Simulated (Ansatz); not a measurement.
Relaxed bulk PbF2, space group Fm-3m (No. 225):

```yaml
crystal:
  lattice:
    - [0.00000, 3.00007, 3.00007]
    - [3.00007, 0.00000, 3.00007]
    - [3.00007, 3.00007, 0.00000]
  atoms:
    - { symbol: Pb, position: [0.00000, 0.00000, 0.00000] }
    - { symbol: F, position: [0.25000, 0.25000, 0.25000] }
    - { symbol: F, position: [0.75000, 0.75000, 0.75000] }
```

Miller indices refer to the conventional cell of Fm-3m (No. 225), a = 6.000 Å, b = 6.000 Å, c = 6.000 Å, α = 90.00°, β = 90.00°, γ = 90.00°. The bulk's gap is 4.42 eV.

The (111) slab of 9 planes, 8.7 Å thick with 15 Å of vacuum as cut; outer planes F (top) and F (bottom).

Computed with DFT PBE, scalar-relativistic, plane waves, PAW in Ansatz. Settings: cutoff 420 eV, Γ-centred mesh 9×9×1 on the computed 9-atom cell, Gaussian smearing of 0.05 eV; no spin polarisation. A dipole correction removes the field between periodic images along c.

The slab's inner planes relax by over 3 % too, so it holds no bulk-like region.

Results for the relaxed slab:

For the relaxed slab, the surface energy (mean of both faces) is 0.21 J/m². The gap of the slab on the mesh is 4.25 eV.

Relaxation lowers the energy by 0.036 J/m² a face; the largest move is 0.202 Å.

```
plane (bottom to top)  atoms  spacing to next, bulk (Å)  relaxed (Å)  change (%)
                    1      F                      0.866        0.705       -18.6
                    2     Pb                      0.866        0.903        +4.2
                    3      F                      1.732        1.602        -7.5
                    4      F                      0.866        0.918        +6.0
                    5     Pb                      0.866        0.918        +6.0
                    6      F                      1.732        1.602        -7.5
                    7      F                      0.866        0.903        +4.2
                    8     Pb                      0.866        0.705       -18.6
                    9      F
```

With no bulk-like middle, the error of these values can't be bounded. Other terminations of this plane can be more stable.

Spin-orbit coupling is left out, which matters for the bands of heavy elements. An odd k mesh misses the midpoints of the zone's edges, so a slab's gap and band edges read on it can be off.

Worked out: the slab's 9 atoms lie 0.401 eV above the same atoms in the bulk. Shared over two faces of 15.59 Å² this is 12.8 meV/Å², and 1 eV/Å² is 16.02 J/m², which gives 0.21 J/m². The cut crosses 2 bonds a cell (neighbours within 10 % of the shortest distances), so each costs 0.20 eV on this count. The top two spacings change in opposite senses (-18.6 and +4.2 %).
